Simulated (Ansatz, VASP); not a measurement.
One calculation of Cu, two programs

```xyz
1
Lattice="-1.4422 1.4422 1.3437 1.4422 -1.4422 1.3437 1.4422 1.4422 -1.3437" Properties=species:S:1:pos:R:3 pbc="T T T"
Cu    0.0000    0.0000    0.0000
```

Alike in both runs: functional BLYP; dispersion D3(BJ); k mesh 15 × 15 × 15; occupations fermi-dirac, width 0.05 eV; no spin polarisation.

Ansatz relaxed the structure, and its values are those at the end. VASP's run is a single point on that final structure, the one shown.

```csv
,VASP,Ansatz
version,VASP 6.6.1,Ansatz 0.2.0
potentials or method,"VASP PAW PBE potentials, release 64 (Cu)","plane waves, PAW"
plane-wave cutoff (eV),520,420
valence electrons in the cell,11,19
```

```csv
,VASP,Ansatz,Ansatz less VASP
pressure (GPa),0.7,0.0,-0.74
dispersion energy (meV/atom),-1395.3,-1395.5,-0.14
```

The two sets of potentials don't hold the same shells in valence.

Caveats: the PAW data sets were made with another functional, which shifts forces and pressure a little (VASP); pairwise dispersion overbinds metals, which lowers pressure and volume.
